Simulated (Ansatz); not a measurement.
**InP, one cell by several methods**

```
In P
1.0
     0.00000    2.85500    2.79790
     2.85500    0.00000    2.79790
     2.85500    2.85500    0.00000
In P
1 1
Cartesian
  0.0000 0.0000 0.0000
  2.8550 2.8550 2.7979
```

Atoms are numbered in the order listed.

The conventional cell has a = 4.038 Å, b = 4.038 Å, c = 5.596 Å, α = 90.00°, β = 90.00°, γ = 90.00°. In (atom 1) has 6 P at 2.80 to 2.85 Å as nearest neighbours. P (atom 2) has 6 In at 2.80 to 2.85 Å as nearest neighbours.

The geometry is COD entry 1538565, unchecked; take it as a test cell. The listed cell was then made from it by scaling, straining or moving an atom.

No spin–orbit coupling, which matters for the heavy atoms here.

Methods: DFT, PBEsol, PAW with Ansatz's default frozen-core files, scalar-relativistic (Ansatz 0.2.0); DFT, PBEsol, all-electron LAPW, scalar-relativistic (Ansatz 0.2.0).

For PAW: a Γ-centred 11×11×11 k mesh, Fermi–Dirac smearing of 0.03 eV, cutoff 420 eV, no spin polarisation; the PAW files were made with PBE, and the program remakes their frozen cores for this functional. LAPW targets a basis error of 0.25 meV/atom. The Ansatz runs share mesh, smearing and spin set-up. Plane-wave (PAW) pressures include the program's estimate of the Pulay term.

Stress and pressure are positive in compression.

PAW results:

```
       quantity    PAW
 pressure (GPa)  -7.33
stress xx (GPa)  -7.92
stress zz (GPa)  -6.14
```

What does all-electron LAPW give for the same quantities?


```tsv
quantity	LAPW
pressure (GPa)	-7.31
stress xx (GPa)	-7.90
stress zz (GPa)	-6.12
```
